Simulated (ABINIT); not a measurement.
# Pt (Fm-3m) in ABINIT: a series of runs

One crystal, Pt, is run at these levels: BLYP+D3, LDA-PZ, BLYP+D4, RPBE; tasks: equation of state, band structure.

All numbers are computed with ABINIT 10.8.3 (patched build); they aren't measurements. Logs are shortened: lines on timing, memory, paths and dates and some standing lists are left out, and cuts for length are marked. The log counts tension as positive stress, the text compression.

### Step 1. The crystal as given

The structure is cubic, space group Fm-3m (No. 225). Conventional cell: a = 3.922 Å, b = 3.922 Å, c = 3.922 Å, α = 90.00°, β = 90.00°, γ = 90.00°. Around Pt (site symmetry m-3m) lie 12 Pt at 2.77 Å.

### Step 2. Equation of state, BLYP+D3

run.abi reads:

```
ndtset 7
getwfk -1
scalecart1 3*0.9795861087
scalecart2 3*0.9864848297
scalecart3 3*0.9932883884
scalecart4 3*1.0000000000
scalecart5 3*1.0066227096
scalecart6 3*1.0131594038
scalecart7 3*1.0196128224

pp_dirpath "./"
pseudos "Pt.GGA_PBE-JTH.xml"

acell 3*1.0 Angstrom
rprim
     0.0000000000     1.9609000000     1.9609000000
     1.9609000000     0.0000000000     1.9609000000
     1.9609000000     1.9609000000     0.0000000000
ntypat 1
znucl 78
natom 1
typat 1
xred
     0.0000000000     0.0000000000     0.0000000000

ecut 20.0
pawecutdg 40.0

kptopt 1
ngkpt 12 12 12
nshiftk 1
shiftk 0.0 0.0 0.0

ixc -106131
vdw_xc 6

nband 9
occopt 3
tsmear 0.05 eV

nstep 100
tolvrs 1.0e-9

iomode 3
prtwf 1
prtden 0
prteig 0
prtebands 0
enunit 1
```

Potentials or basis: JTH PAW PBE v2.0.

Started as:

```
abinit run.abi > log 2>&1
```

run.abo:

```text
.Version 10.8.3 of ABINIT
 DATASET    1 : space group Fm -3 m (#225); Bravais cF (face-center cubic)
================================================================================
 Values of the parameters that define the memory need for DATASET  1.
     intxc =       0    ionmov =       0      iscf =      17    lmnmax =      18
     lnmax =       6     mgfft =      24  mpssoang =       3    mqgrid =    3001
     natom =       1  nloc_mem =       2    nspden =       1   nspinor =       1
    nsppol =       1      nsym =      48    n1xccc =       1    ntypat =       1
    occopt =       3   xclevel =       2
       mpw =         424          nfft =       13824          nkpt =          72
 PAW method is used; the additional fine FFT grid is defined by:
   mgfftf=        30    nfftf =     27000
================================================================================
================================================================================
[... 71 lines left out ...]
 DATASET    7 : space group Fm -3 m (#225); Bravais cF (face-center cubic)
================================================================================
 Values of the parameters that define the memory need for DATASET  7.
     intxc =       0    ionmov =       0      iscf =      17    lmnmax =      18
     lnmax =       6     mgfft =      24  mpssoang =       3    mqgrid =    3001
     natom =       1  nloc_mem =       2    nspden =       1   nspinor =       1
    nsppol =       1      nsym =      48    n1xccc =       1    ntypat =       1
    occopt =       3   xclevel =       2
       mpw =         477          nfft =       13824          nkpt =          72
 PAW method is used; the additional fine FFT grid is defined by:
   mgfftf=        32    nfftf =     32768
================================================================================
================================================================================

--------------------------------------------------------------------------------
------------- Echo of variables that govern the present computation ------------
--------------------------------------------------------------------------------
 -outvars: echo values of preprocessed input variables --------
            acell      1.8897261259E+00  1.8897261259E+00  1.8897261259E+00 Bohr
              amu      1.95080000E+02
             ecut      2.00000000E+01 Hartree
           enunit           1
           getwfk          -1
                       outvar_i_n : Printing only first  50 k-points.
              ixc     -106131
           jdtset        1    2    3    4    5    6    7
                       outvar_i_n : Printing only first  50 k-points.
         kptrlatt       12    0    0      0   12    0      0    0   12
          kptrlen1     6.16017678E+01
          kptrlen2     6.20355974E+01
          kptrlen3     6.24634426E+01
          kptrlen4     6.28855057E+01
          kptrlen5     6.33019781E+01
          kptrlen6     6.37130415E+01
          kptrlen7     6.41188680E+01
            natom           1
            nband           9
           ndtset           7
            ngfft          24      24      24
          ngfftdg1         30      30      30
          ngfftdg2         30      30      30
          ngfftdg3         30      30      30
          ngfftdg4         30      30      30
          ngfftdg5         32      32      32
          ngfftdg6         32      32      32
          ngfftdg7         32      32      32
             nkpt          72
            nstep         100
             nsym          48
           ntypat           1
                       prtocc : prtvol=0, do not print more k-points.
           occopt           3
        pawecutdg      4.00000000E+01 Hartree
         pawxcdev           0
           prtden           0
        prtebands           0
           prteig           0
            rprim1     0.0000000000E+00  1.9208704005E+00  1.9208704005E+00
                       1.9208704005E+00  0.0000000000E+00  1.9208704005E+00
[... 39 lines left out ...]
 Radius for shape functions =  2.25451594
 Compensation charge density is not taken into account in XC energy/potential

   3.18926860E+02                                ecore*ucvol(ha*bohr**3)
--------------------------------------------------------------------------------

================================================================================

--- !BeginCycle
iteration_state: {dtset: 1, }
solver: {iscf: 17, nstep: 100, nline: 4, wfoptalg: 10, }
tolerances: {tolvrs: 1.00E-09, }
...

     iter   Etot(hartree)      deltaE(h)  residm     nres2
 ETOT  1  -26.839313308727    -2.684E+01 4.573E-01 8.934E+00
 ETOT  2  -27.004853588293    -1.655E-01 6.395E-02 5.145E+00
 ETOT  3  -26.977496145450     2.736E-02 4.597E-02 7.462E-01
 ETOT  4  -26.976933926918     5.622E-04 1.131E-02 1.079E-01
 ETOT  5  -26.977188073331    -2.541E-04 3.972E-03 7.552E-02
 ETOT  6  -26.977205883587    -1.781E-05 3.425E-03 5.471E-02
 ETOT  7  -26.977074026351     1.319E-04 2.573E-03 3.310E-03
 ETOT  8  -26.977084853382    -1.083E-05 4.036E-03 1.127E-04
 ETOT  9  -26.977085496933    -6.436E-07 3.368E-03 3.312E-05
 ETOT 10  -26.977085998324    -5.014E-07 3.179E-03 2.443E-04
 ETOT 11  -26.977085748801     2.495E-07 7.655E-04 8.975E-05
[... 1189 lines left out ...]
 Cartesian components of stress tensor (hartree/bohr^3)
  sigma(1 1)=  3.07863551E-04  sigma(3 2)=  0.00000000E+00
  sigma(2 2)=  3.07863551E-04  sigma(3 1)=  0.00000000E+00
  sigma(3 3)=  3.07863551E-04  sigma(2 1)=  0.00000000E+00

-Cartesian components of stress tensor (GPa)         [Pressure= -9.0577E+00 GPa]
- sigma(1 1)=  9.05765839E+00  sigma(3 2)=  0.00000000E+00
- sigma(2 2)=  9.05765839E+00  sigma(3 1)=  0.00000000E+00
- sigma(3 3)=  9.05765839E+00  sigma(2 1)=  0.00000000E+00

== END DATASET(S) ==============================================================
================================================================================

 -outvars: echo values of variables after computation  --------
            acell      1.8897261259E+00  1.8897261259E+00  1.8897261259E+00 Bohr
           etotal1    -2.6977085578E+01
           etotal2    -2.6978569008E+01
           etotal3    -2.6979544652E+01
           etotal4    -2.6980079939E+01
           etotal5    -2.6980227698E+01
           etotal6    -2.6980036332E+01
           etotal7    -2.6979555907E+01
            fcart1    -0.0000000000E+00 -0.0000000000E+00 -0.0000000000E+00
            fcart2    -0.0000000000E+00 -0.0000000000E+00 -0.0000000000E+00
            fcart3    -0.0000000000E+00 -0.0000000000E+00 -0.0000000000E+00
            fcart4    -0.0000000000E+00 -0.0000000000E+00 -0.0000000000E+00
            fcart5    -0.0000000000E+00 -0.0000000000E+00 -0.0000000000E+00
            fcart6    -0.0000000000E+00 -0.0000000000E+00 -0.0000000000E+00
            fcart7    -0.0000000000E+00 -0.0000000000E+00 -0.0000000000E+00
            rprim1     0.0000000000E+00  1.9208704005E+00  1.9208704005E+00
                       1.9208704005E+00  0.0000000000E+00  1.9208704005E+00
                       1.9208704005E+00  1.9208704005E+00  0.0000000000E+00
            rprim2     0.0000000000E+00  1.9343981026E+00  1.9343981026E+00
                       1.9343981026E+00  0.0000000000E+00  1.9343981026E+00
                       1.9343981026E+00  1.9343981026E+00  0.0000000000E+00
            rprim3     0.0000000000E+00  1.9477392008E+00  1.9477392008E+00
                       1.9477392008E+00  0.0000000000E+00  1.9477392008E+00
[... 9 lines left out ...]
                       1.9867042749E+00  1.9867042749E+00  0.0000000000E+00
            rprim7     0.0000000000E+00  1.9993587834E+00  1.9993587834E+00
                       1.9993587834E+00  0.0000000000E+00  1.9993587834E+00
                       1.9993587834E+00  1.9993587834E+00  0.0000000000E+00
           strten1    -8.5343947792E-04 -8.5343947792E-04 -8.5343947792E-04
                       0.0000000000E+00  0.0000000000E+00  0.0000000000E+00
           strten2    -5.8871742757E-04 -5.8871742757E-04 -5.8871742757E-04
                       0.0000000000E+00  0.0000000000E+00  0.0000000000E+00
           strten3    -3.5745765719E-04 -3.5745765719E-04 -3.5745765719E-04
                       0.0000000000E+00  0.0000000000E+00  0.0000000000E+00
           strten4    -1.5514596717E-04 -1.5514596717E-04 -1.5514596717E-04
                       0.0000000000E+00  0.0000000000E+00  0.0000000000E+00
           strten5     2.3133952019E-05  2.3133952019E-05  2.3133952019E-05
                       0.0000000000E+00  0.0000000000E+00  0.0000000000E+00
           strten6     1.7515979092E-04  1.7515979092E-04  1.7515979092E-04
                       0.0000000000E+00  0.0000000000E+00  0.0000000000E+00
           strten7     3.0786355120E-04  3.0786355120E-04  3.0786355120E-04
                       0.0000000000E+00  0.0000000000E+00  0.0000000000E+00
 Calculation completed.
```

It took 71 s on 1 thread of Arm Neoverse V2, shared host; peak memory 0.14 GiB.

Results:

| Property | Result |
| --- | --- |
| Equilibrium volume | 15.36 Å³/atom |
| Bulk modulus | 250 GPa |
| Pressure derivative of the bulk modulus | 6.0 |

Energy against volume, from the lowest point:
| volume (Å³/atom) | energy (meV/atom) |
| --- | --- |
| 14.175 | 85.50 |
| 14.477 | 45.14 |
| 14.778 | 18.59 |
| 15.080 | 4.02 |
| 15.381 | 0.00 |
| 15.683 | 5.21 |
| 15.985 | 18.28 |

Caveat: pressures at fixed basis lie under the slope of the energies; the PAW data sets were made with another functional, which shifts forces and pressure a little. The run has no spin-orbit coupling, so splittings on Pt are missing.

### Step 3. Band structure, LDA-PZ

run.abi reads:

```
ndtset 2

pp_dirpath "./"
pseudos "Pt.LDA_PW-JTH.xml"

acell 2.7731313745 2.7731313745 2.7731313745 Angstrom
rprim
     0.0000000000     0.7071067812     0.7071067812
     0.7071067812     0.0000000000     0.7071067812
     0.7071067812     0.7071067812     0.0000000000
ntypat 1
znucl 78
natom 1
typat 1
xred
     0.0000000000     0.0000000000     0.0000000000

ecut 544.227725 eV
pawecutdg 40.0

ixc 2

occopt 3
tsmear 0.00183747

nstep 100

iomode 3
prtwf 0
prteig 0
prtebands 0
prtden1 1

kptopt1 1
ngkpt1 12 12 12
nshiftk1 1
shiftk1 0.0 0.0 0.0
nband1 9
tolvrs1 1.0e-9

iscf2 -2
getden2 1
nband2 13
nbdbuf2 2
tolwfr2 1.0e-12
kptopt2 -9
ndivsm2 5
prteig2 1
kptbounds2
     0.0000000000     0.0000000000     0.0000000000
     0.5000000000     0.0000000000     0.5000000000
     0.5000000000     0.2500000000     0.7500000000
     0.3750000000     0.3750000000     0.7500000000
     0.0000000000     0.0000000000     0.0000000000
     0.5000000000     0.5000000000     0.5000000000
     0.6250000000     0.2500000000     0.6250000000
     0.5000000000     0.2500000000     0.7500000000
     0.5000000000     0.5000000000     0.5000000000
     0.3750000000     0.3750000000     0.7500000000
```

Potentials or basis: JTH PAW LDA v2.0.

Started as:

```
abinit run.abi > log 2>&1
```

It took 26 s on 1 thread of Arm Neoverse V2, shared host; peak memory 0.11 GiB.

Results (log left out):

```
Free energy                                           : -739.8044 eV
Pressure                                              : -5.5 GPa
Band gap on the k mesh                                : none (metal or under the smearing width)
Valence electrons inside the program's atomic spheres : Pt 8.65 (radii [1.3315] Å)
```

Levels at the corners of the path, in eV from the Fermi level:
```csv
point,band 1,band 2,band 3,band 4,band 5,band 6,band 7,band 8,band 9,band 10
Γ,-10.33,-3.83,-3.83,-3.83,-1.64,-1.64,15.40,20.27,20.27,20.27
X,-7.12,-6.66,0.01,0.47,0.47,1.73,8.74,11.49,11.49,20.12
W,-5.69,-4.59,-4.59,-2.01,0.48,7.03,8.25,8.25,12.05,25.25
K,-6.30,-5.51,-2.90,-1.32,-0.19,5.68,6.68,10.05,14.75,20.23
Γ,-10.33,-3.83,-3.83,-3.83,-1.64,-1.64,15.40,20.27,20.27,20.27
L,-7.40,-3.88,-3.88,-0.54,0.03,0.03,5.73,14.82,19.38,19.38
U,-6.30,-5.51,-2.90,-1.32,-0.19,5.68,6.68,10.05,14.75,20.23
W,-5.69,-4.59,-4.59,-2.01,0.48,7.03,8.25,8.25,12.05,25.25
L,-7.40,-3.88,-3.88,-0.54,0.03,0.03,5.73,14.82,19.38,19.38
K,-6.30,-5.51,-2.90,-1.32,-0.19,5.68,6.68,10.05,14.75,20.23
```

Caveat: spin-orbit coupling is left out, which moves the levels of the heavy elements.

### Step 4. Equation of state, BLYP+D4

run.py reads:

```python
import json, os
import numpy as np
from ase.eos import EquationOfState
from ase.units import GPa
from ase.calculators.mixing import SumCalculator
from dftd4.ase import DFTD4
from ase.calculators.abinit import Abinit, AbinitProfile
from ase import Atoms

atoms = Atoms(['Pt'],
              cell=[[0.0, 1.9609, 1.9609], [1.9609, 0.0, 1.9609], [1.9609, 1.9609, 0.0]],
              scaled_positions=[[0.0, 0.0, 0.0]],
              pbc=True)

profile = AbinitProfile(command='abinit', pp_paths=[os.path.abspath('pseudos')])
params = dict(
    pps='pawxml', xc='PBE',
    ecut=544.2277,
    pawecutdg=1088.4554,
    kptopt=1,
    ngkpt=[12, 12, 12],
    nshiftk=1,
    shiftk=[0.0, 0.0, 0.0],
    ixc=-106131,
    nband=9,
    occopt=3,
    tsmear=0.05,
    nstep=100,
    tolvrs=1e-09,
    prtwf=0,
    prtden=0,
)

cell0 = atoms.cell.copy()
volumes, energies = [], []
for i, x in enumerate([0.94, 0.96, 0.98, 1.0, 1.02, 1.04, 1.06]):
    atoms.set_cell(cell0 * x ** (1 / 3), scale_atoms=True)
    atoms.calc = SumCalculator([Abinit(profile=profile, directory=f'v{i}', **params), DFTD4(method='blyp')])
    volumes.append(atoms.get_volume() / len(atoms))
    dft, disp = atoms.calc.mixer.calcs
    energies.append((dft.get_property('free_energy', atoms) + disp.get_property('energy', atoms)) / len(atoms))
    print(f'{x:5.2f} {volumes[-1]:10.5f} A^3/atom {energies[-1]:14.6f} eV/atom', flush=True)
    json.dump(dict(volumes=volumes, energies=energies), open('results.json', 'w'))
v0, e0, b0 = EquationOfState(volumes, energies, eos='birchmurnaghan').fit()
print(f'V0 {v0:.4f} A^3/atom  E0 {e0:.6f} eV/atom  B0 {b0 / GPa:.2f} GPa')
```

Potentials or basis: JTH PAW PBE v2.0.

Started as:

```
python run.py
```

It took 1.7 min on 1 thread of Arm Neoverse V2, shared host; peak memory 0.11 GiB.

It converged, with:

* Equilibrium volume: 15.69 Å³/atom
* Bulk modulus: 249 GPa
* Pressure derivative of the bulk modulus: 5.1 (rough: it moves with the points fitted)

Energy against volume, from the lowest point:
| volume (Å³/atom) | energy (meV/atom) |
| --- | --- |
| 14.175 | 139.51 |
| 14.477 | 85.43 |
| 14.778 | 46.48 |
| 15.080 | 20.30 |
| 15.381 | 4.98 |
| 15.683 | 0.00 |
| 15.985 | 4.56 |

Caveat: pressures at fixed basis lie under the slope of the energies; the log and the count of SCF iterations are those of the last ABINIT call alone; the PAW data sets were made with another functional, which shifts forces and pressure a little. The run has no spin-orbit coupling, so splittings on Pt are missing.

### Step 5. Band structure, RPBE

run.abi, as its differences from that of step 3:

```diff
@@ -1,11 +1,14 @@
+# Datasets: ground state, then fixed potential
 ndtset 2
 
+# Pseudopotentials
 pp_dirpath "./"
-pseudos "Pt.LDA_PW-JTH.xml"
+pseudos "Pt.GGA_PBE-JTH.xml"
 
-acell 2.7731313745 2.7731313745 2.7731313745 Angstrom
+# Structure
+acell 3*1.0
 rprim
-     0.0000000000     0.7071067812     0.7071067812
-     0.7071067812     0.0000000000     0.7071067812
-     0.7071067812     0.7071067812     0.0000000000
+     0.0000000000     3.7055639578     3.7055639578
+     3.7055639578     0.0000000000     3.7055639578
+     3.7055639578     3.7055639578     0.0000000000
 ntypat 1
@@ -17,12 +20,17 @@
 
-ecut 544.227725 eV
+# Plane-wave basis
+ecut 20.0
 pawecutdg 40.0
 
-ixc 2
+# Exchange and correlation
+ixc 15
 
+# Bands and occupations
 occopt 3
-tsmear 0.00183747
+tsmear 0.05 eV
 
+# SCF cycle
 nstep 100
 
+# Output
 iomode 3
@@ -31,4 +39,9 @@
 prtebands 0
+enunit 1
 prtden1 1
+prtvha1 1
+prtvclmb1 1
+prtpot1 1
 
+# Dataset 1
 kptopt1 1
@@ -40,2 +53,3 @@
 
+# Dataset 2: bands along G-X-W-K-G-L-U-W-L-K
 iscf2 -2
@@ -48,2 +62,3 @@
 prteig2 1
+prtvol2 -3
 kptbounds2
```

Started as:

```
abinit run.abi > log 2>&1
```

It took 31 s on 1 thread of Arm Neoverse V2, shared host; peak memory 0.11 GiB.

Results (log left out):

- Free energy: -733.8589 eV
- Pressure: 14.9 GPa
- Band gap on the k mesh: none (metal or under the smearing width)
- Valence electrons inside the program's atomic spheres: Pt 8.65 (radii [1.3315] Å)

Levels at the corners of the path, in eV from the Fermi level:
| point | band 1 | band 2 | band 3 | band 4 | band 5 | band 6 | band 7 | band 8 | band 9 | band 10 |
| --- | --- | --- | --- | --- | --- | --- | --- | --- | --- | --- |
| Γ | -10.21 | -3.79 | -3.79 | -3.79 | -1.65 | -1.65 | 15.35 | 20.31 | 20.31 | 20.31 |
| X | -7.09 | -6.63 | -0.02 | 0.47 | 0.47 | 1.82 | 8.90 | 11.61 | 11.61 | 20.10 |
| W | -5.68 | -4.56 | -4.56 | -2.01 | 0.48 | 7.21 | 8.32 | 8.32 | 12.03 | 25.24 |
| K | -6.27 | -5.48 | -2.86 | -1.33 | -0.18 | 5.84 | 6.73 | 10.10 | 14.86 | 20.20 |
| Γ | -10.21 | -3.79 | -3.79 | -3.79 | -1.65 | -1.65 | 15.35 | 20.31 | 20.31 | 20.31 |
| L | -7.33 | -3.86 | -3.86 | -0.47 | 0.02 | 0.02 | 5.85 | 14.79 | 19.52 | 19.52 |
| U | -6.27 | -5.48 | -2.86 | -1.33 | -0.18 | 5.84 | 6.73 | 10.10 | 14.86 | 20.20 |
| W | -5.68 | -4.56 | -4.56 | -2.01 | 0.48 | 7.21 | 8.32 | 8.32 | 12.03 | 25.24 |
| L | -7.33 | -3.86 | -3.86 | -0.47 | 0.02 | 0.02 | 5.85 | 14.79 | 19.52 | 19.52 |
| K | -6.27 | -5.48 | -2.86 | -1.33 | -0.18 | 5.84 | 6.73 | 10.10 | 14.86 | 20.20 |

Caveat: the PAW data sets were made with another functional, which shifts forces and pressure a little; spin-orbit coupling is left out, which moves the levels of the heavy elements.

### Step 6. Summary

| task | level | potentials or basis | dispersion computed by | gap on the mesh (eV) | pressure (GPa) | V0 of scaled cells (Å³/atom) | B0 (GPa) |
| --- | --- | --- | --- | --- | --- | --- | --- |
| equation of state | BLYP+D3 | JTH PAW PBE v2.0 | - | - | - | 15.36 | 250 |
| band structure | LDA-PZ | JTH PAW LDA v2.0 | - | none | -5.5 | - | - |
| equation of state | BLYP+D4 | JTH PAW PBE v2.0 | dftd4 4.3.1 | - | - | 15.69 | 249 |
| band structure | RPBE | JTH PAW PBE v2.0 | - | none | 14.9 | - | - |

Alike in all rows: no spin polarisation; cell as given; k mesh 12 × 12 × 12; cutoff (eV) 544; smearing fermi-dirac 0.05 eV.

Caveats: the PAW data sets were made with another functional, which shifts forces and pressure a little (some runs); pressures at fixed basis lie under the slope of the energies (some runs); spin-orbit coupling is left out, which moves the levels of the heavy elements (some runs).

Total energies depend on the potentials used, so only differences within one code and one set of settings carry meaning.
